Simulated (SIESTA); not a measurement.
# ZnS (Wurtzite-4H): equation of state with PBEsol

Crystal: ZnS (Wurtzite-4H).

```
CELL_PARAMETERS angstrom
3.82270 0.00000 0.00000
-1.91135 3.31056 0.00000
0.00000 0.00000 12.52000
ATOMIC_POSITIONS crystal
Zn 0.66667 0.33333 0.75000
Zn 0.33333 0.66667 0.25000
Zn 0.00000 0.00000 0.50000
Zn 0.00000 0.00000 0.00000
S 0.66667 0.33333 0.93750
S 0.33333 0.66667 0.43750
S 0.00000 0.00000 0.68750
S 0.00000 0.00000 0.18750
```

```
Program             : SIESTA 5.4.2
Task                : equation of state
Functional          : PBEsol
Potentials or basis : PseudoDojo 0.4 standard (PBEsol files)
Basis               : DZP (energy shift 0.003 Ry; two zetas on semicore shells)
Grid cutoff         : 800 Ry
Energy shift        : 0.003 Ry
k mesh              : 6 × 6 × 2
Occupations         : fermi-dirac, width 0.05 eV
Spin                : no spin polarisation
```

```yaml
Equilibrium_volume: 19.43 Å³/atom
Bulk_modulus_at_fixed_shape_and_positions: 80 GPa
Pressure_derivative_of_the_bulk_modulus: "4.8 (rough: it moves with the points fitted)"
```

Energy against volume, from the lowest point:
```csv
volume (Å³/atom),energy (meV/atom)
18.617,9.04
19.013,2.06
19.409,0.00
19.805,1.80
20.202,7.06
20.598,15.52
20.994,27.02
```

All runs of the series together: 5 min on 1 thread of AMD EPYC 9R45 96-Core Processor (Zen 5), with other jobs on the host.

Caveat: short orbitals over semicore shells can move pressures by several GPa; the cell was scaled at fixed shape and fractional positions, which overstates the stiffness of a crystal with free parameters, most of all of layers and chains; the basis of atomic orbitals isn't converged, which shifts pressures, moduli and gaps.
